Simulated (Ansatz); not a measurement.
# HfO2: the cost of one run

Program: Ansatz 0.2.0. Level of theory: DFT r2SCAN, scalar-relativistic, plane waves, PAW. These are calculated values, not measurements.

1 further run of the same task is left out (set aside as unsound or not needed). Runs told in other sessions of the task aren't counted.

### Step 1. The structure to begin with

Symmetry: P2_1/c, No. 14, monoclinic system. Conventional cell: a = 5.114 Å, b = 5.182 Å, c = 5.295 Å, α = 90.00°, β = 99.46°, γ = 90.00°. Around Hf (site symmetry 1) lie 7 O at 2.04 to 2.25 Å. O (site symmetry 1) is surrounded by 4 Hf at 2.14 to 2.25 Å. O (site symmetry 1) is surrounded by 3 Hf at 2.04 to 2.14 Å.

As a file:

```
Hf O
1.0
     5.11419    0.00000   -0.00625
     0.00000    5.18172    0.00000
    -0.86439    0.00000    5.22446
Hf O
4 8
Direct
  0.27620 0.04183 0.20821
  0.72380 0.54183 0.29179
  0.72380 0.95817 0.79179
  0.27620 0.45817 0.70821
  0.44795 0.75765 0.47850
  0.55205 0.25765 0.02150
  0.55205 0.24235 0.52150
  0.44795 0.74235 0.97850
  0.07006 0.33377 0.34402
  0.92994 0.83377 0.15598
  0.92994 0.66623 0.65598
  0.07006 0.16623 0.84402
```

This cell was relaxed beforehand with the same method: volume 11.54 Å³/atom, gap on the mesh 4.59 eV.

### Step 2. Bands, states and charges

File input.yaml:

```yaml
crystal:
  lattice:
    - [5.1141923536, 0.0, -0.0062496906]
    - [0.0, 5.1817225208, 0.0]
    - [-0.8643909948, 0.0, 5.2244556562]
  atoms:
    - { symbol: Hf, position: [0.27619987, 0.0418318846, 0.2082101839] }
    - { symbol: Hf, position: [0.72380013, 0.5418318846, 0.2917898161] }
    - { symbol: Hf, position: [0.72380013, 0.9581681154, 0.7917898161] }
    - { symbol: Hf, position: [0.27619987, 0.4581681154, 0.7082101839] }
    - { symbol: O, position: [0.4479533928, 0.7576521439, 0.478497993] }
    - { symbol: O, position: [0.5520466072, 0.2576521439, 0.021502007] }
    - { symbol: O, position: [0.5520466072, 0.2423478561, 0.521502007] }
    - { symbol: O, position: [0.4479533928, 0.7423478561, 0.978497993] }
    - { symbol: O, position: [0.0700607267, 0.3337739749, 0.3440209868] }
    - { symbol: O, position: [0.9299392733, 0.8337739749, 0.1559790132] }
    - { symbol: O, position: [0.9299392733, 0.6662260251, 0.6559790132] }
    - { symbol: O, position: [0.0700607267, 0.1662260251, 0.8440209868] }
basis:
  ecutwfc: 500
kpoints:
  mp_grid: { grid: [6, 6, 6] }
  band_path:
    path:
      - [0.0, 0.0, 0.0]
      - [0.0, 0.5, 0.0]
      - [0.0, 0.5, 0.5]
      - [0.0, 0.0, 0.5]
      - [0.0, 0.0, 0.0]
      - [-0.5, 0.0, 0.5]
      - [-0.5, 0.5, 0.5]
      - [0.0, 0.5, 0.0]
      - [-0.5, 0.5, 0.0]
      - [-0.5, 0.0, 0.0]
      - [0.0, 0.0, 0.0]
    npoints: 10
hamiltonian:
  xc: r2scan
scf:
  occupations: { method: gaussian, width: 0.02 }
  n_extra_bands: 30
output:
  forces: true
  stress: true
  eigenvalues: true
  populations: true
  dos: { projected: true, de: 0.02, nscf_kmesh: { grid: [9, 9, 9] } }
  bader: false
  write_density: true
  write_potential: true
  elf: true
  volumetric_format: npy
```

Launch:

```sh
> ansatz run input.yaml --threads 4 --pin off --max-ram 10240MiB --backend cpu --events-out ev --progress --plain --runs-dir out
```

What time and memory should one allow on 4 threads of Oxide Virtual Turin-like (Zen 5), shared host?

About 1.8 min, with a peak of 2.6 GiB.
